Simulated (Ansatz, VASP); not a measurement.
# One calculation of Rb, two programs

```xyz
1
Lattice="-2.9545 2.9545 2.7308 2.9545 -2.9545 2.7308 2.9545 2.9545 -2.7308" Properties=species:S:1:pos:R:3 pbc="T T T"
Rb    0.0000    0.0000    0.0000
```

This isn't the form of Rb at room conditions, which is bcc.

Alike in both runs: task single point; functional PBE; k mesh 7 × 7 × 7; occupations gaussian, width 0.1 eV; no spin polarisation.

```csv
,VASP,Ansatz
version,VASP 6.6.1,Ansatz 0.2.0
potentials or method,"VASP PAW PBE potentials, release 64 (Rb_sv), cutoff 520 eV","all-electron LAPW, scalar-relativistic"
```

|  | VASP | Ansatz | Ansatz less VASP |
| --- | --- | --- | --- |
| gap on the k mesh at the Fermi level (eV) | none | none | - |
| pressure (GPa) | -0.1 | -0.1 | 0.00 |

A gap of «none» marks a metal or a gap that the smearing closes. Ansatz ran all-electron here, so the differences hold the error of VASP's frozen core and of both bases.
